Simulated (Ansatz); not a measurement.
# Rh: the cost of one run

Computed with Ansatz 0.2.0 (DFT PBE, scalar-relativistic, plane waves, PAW, unless a step's input says otherwise).

This is Rh in the hcp structure; at room conditions it is fcc.

1 further run of the same task is left out (it didn't finish).

### 1 The system as given

Symmetry: P6_3/mmc, No. 194, hexagonal system. Conventional cell: a = 2.731 Å, b = 2.731 Å, c = 4.428 Å, α = 90.00°, β = 90.00°, γ = 120.00°. Rh (site symmetry -6m2) is surrounded by 12 Rh at 2.72 to 2.73 Å.

Coordinates:

```cif
data_structure
_symmetry_space_group_name_H-M 'P 1'
_symmetry_Int_Tables_number 1
_cell_length_a 2.7310
_cell_length_b 2.7310
_cell_length_c 4.4285
_cell_angle_alpha 90.000
_cell_angle_beta 90.000
_cell_angle_gamma 120.000
_cell_volume 28.60
loop_
_atom_site_label
_atom_site_type_symbol
_atom_site_fract_x
_atom_site_fract_y
_atom_site_fract_z
_atom_site_occupancy
Rh1 Rh 0.66667 0.33333 0.75000 1
Rh2 Rh 0.33333 0.66667 0.25000 1
```

The structure comes from the Materials Project (structure only).

### 2 Self-consistent density

Input file input.yaml:

```yaml
crystal:
  lattice:
    - [2.7309790422, 0.0, 0.0]
    - [-1.3654895211, 2.3650972278, 0.0]
    - [0.0, 0.0, 4.428489]
  atoms:
    - { symbol: Rh, position: [0.66666667, 0.33333333, 0.75] }
    - { symbol: Rh, position: [0.33333333, 0.66666667, 0.25] }
basis:
  ecutwfc: 500
  fft_grid_basis: typed
kpoints:
  mp_grid: { grid: [15, 15, 8] }
hamiltonian:
  xc: pbe
  pseudopotentials: { kind: paw }
scf:
  occupations: { method: gaussian, width: 0.05 }
output:
  forces: true
  stress: true
  eigenvalues: true
  bader: true
  write_density: true
  volumetric_format: npy
  elf: true
```

Launch:

```
ansatz run input.yaml --threads 2 --pin off --max-ram 4096MiB --backend cpu --events-out ev --progress --plain --runs-dir out
```

**Question.** How long does this run take on 2 threads of Intel Xeon Platinum 8488C (Sapphire Rapids), shared host, and how much memory does it need?

About 6.5 s, with a peak of 0.44 GiB.
